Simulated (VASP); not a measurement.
# Al: single point with HSE06

The system is Al.

```xyz
2
Lattice="2.8511 0.0000 0.0000 -1.4256 2.4691 0.0000 0.0000 0.0000 4.6394" Properties=species:S:1:pos:R:3 pbc="T T T"
Al    0.0000    1.6461    1.1598
Al    1.4256    0.8230    3.4795
```

This isn't the form of Al at room conditions, which is fcc.

```yaml
Program: VASP 6.6.1
Task: single point
Functional: HSE06
Potentials_or_basis: VASP PAW PBE potentials, release 64 (Al)
Cutoff: 520 eV
k_mesh: 9 × 9 × 4
Occupations: gaussian, width 0.1 eV
Spin: no spin polarisation
```

The pressure is 0.7 GPa and the band gap on the k mesh is none (metal or under the smearing width).

Stress tensor (GPa, compression positive):
```
 1.74  0.00  0.00
 0.00  1.74  0.00
 0.00  0.00 -1.24
```

Levels at points of the mesh, in eV from the Fermi level:
| k point | band 1 | band 2 | band 3 | band 4 | band 5 | band 6 | band 7 |
| --- | --- | --- | --- | --- | --- | --- | --- |
| (0.00, 0.00, 0.00) | -12.76 | -5.26 | -4.92 | 11.62 | 11.62 | 12.02 | 12.02 |
| (0.00, 0.00, 0.50) | -10.84 | -10.84 | 4.03 | 4.03 | 12.93 | 12.93 | 12.93 |

It took 7.3 min on 1 thread of Intel(R) Xeon(R) 6975P-C (Granite Rapids) (shared host), peak memory 0.27 GiB.

Caveat: the PAW data sets were made with another functional, which shifts forces and pressure a little.
